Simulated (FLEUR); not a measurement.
# CdS (Greenockite) under changes of volume

One of the cells (25.121 Å³/atom); the others are scaled copies at fixed shape and fractional positions:

```
Cd S
1.0
     4.15000    0.00000    0.00000
    -2.07500    3.59401    0.00000
     0.00000    0.00000    6.73700
Cd S
2 2
Direct
  0.66667 0.33333 0.50000
  0.33333 0.66667 0.00000
  0.66667 0.33333 0.87500
  0.33333 0.66667 0.37500
```

```yaml
Program: FLEUR MaX-R8.1 (patched build s14)
Functional: revPBE
Potentials_or_basis: all-electron
Basis: FLAPW
Kmax: 4.35 1/bohr
k_mesh: 7 × 7 × 4
Occupations: fermi-dirac, width 0.05 eV
Spin: no spin polarisation
```

```csv
volume (Å³/atom),energy over the lowest point (meV/atom),gap on the mesh (eV)
23.614,?,?
24.116,50.77,1.43
25.121,18.60,1.34
26.126,2.77,1.24
26.628,0.00,1.20
```

**Question.** What does the run at 23.614 Å³/atom give?

**Answer.** Energy over the lowest point 74.14 meV/atom; gap on the mesh 1.48 eV.

Worked out: A Birch-Murnaghan fit of order 2 (a polynomial in V^(-2/3)) to the other rows has its minimum at 26.82 Å³/atom, just outside them, with B0 = V·E''(V) = 50 GPa at fixed shape and positions, which overstates the stiffness. It gives 73.97 meV/atom at 23.614 Å³/atom, against the run's 74.14. A straight line through the other rows of the gap, of slope -2.35 eV per unit of ln V (its deformation potential), extrapolates to 1.48 eV, against the run's 1.48.

Energies are extrapolated to zero smearing.

Caveats: the plane-wave cutoff is short for the semicore states, which can make moduli rough.

Spin-orbit coupling on Cd is left out.
